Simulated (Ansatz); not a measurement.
Li2Se (started from an entry of an open crystallographic database), relaxed with r2SCAN in the PAW code Ansatz. Space group Fm-3m (No. 225), cubic; a = 5.987 Å in the conventional setting, 17.88 Å³ an atom. Li has 4 Se at 2.59 Å; Se has 8 Li at 2.59 Å.

The axes x, y and z are those of this cell:
```yaml
crystal:
  lattice:
    - [0.00000, 2.99346, 2.99346]
    - [2.99346, 0.00000, 2.99346]
    - [2.99346, 2.99346, 0.00000]
  atoms:
    - { symbol: Li, position: [0.25000, 0.25000, 0.25000] }
    - { symbol: Li, position: [0.75000, 0.75000, 0.75000] }
    - { symbol: Se, position: [0.00000, 0.00000, 0.00000] }
```

Unstrained: The PBE gap is indirect, 2.974 eV (Γ to X), below the direct gap of 3.419 eV at Γ. With r2SCAN the valence top lies at Γ and the conduction bottom at X, 3.478 eV higher; the smallest vertical gap, at Γ, is 4.097 eV. HSE06 gives an indirect gap of 3.816 eV, from Γ to X; the least direct gap is 4.383 eV at Γ. Meshes: PBE 8×8×8, r2SCAN 8×8×8, HSE06 6×6×6. Strains are changes of length per length. After each strain the atoms were relaxed again with r2SCAN within the symmetry that the strain leaves, so tilts or polar shifts that break it weren't tested; points keep the names that they have in the unstrained zone. Calculated for a static, non-magnetic cell.

Q: Apply isotropic +3.71 % on every length. How far does the gap move, against the unstrained cell?

A: PBE: the gap goes from 2.974 to 2.981 eV (+0.007 eV); it turns from indirect (Γ → X) to direct (Γ). r2SCAN: the gap goes from 3.478 to 3.538 eV (+0.060 eV). HSE06: the gap goes from 3.816 to 3.879 eV (+0.063 eV). The r2SCAN energy rises by 22.3 meV an atom.

Q: Estimate what isotropic +3.73 % on every length does to the gap.

A: PBE: the gap goes from 2.974 to 2.979 eV (+0.005 eV); it turns from indirect (Γ → X) to direct (Γ). r2SCAN: the gap goes from 3.478 to 3.539 eV (+0.061 eV). HSE06: the gap goes from 3.816 to 3.879 eV (+0.063 eV). The r2SCAN energy rises by 22.5 meV an atom.

Spin-orbit coupling is left out.

The meshes of the hybrids are coarse, so their gaps aren't converged to the digits shown.
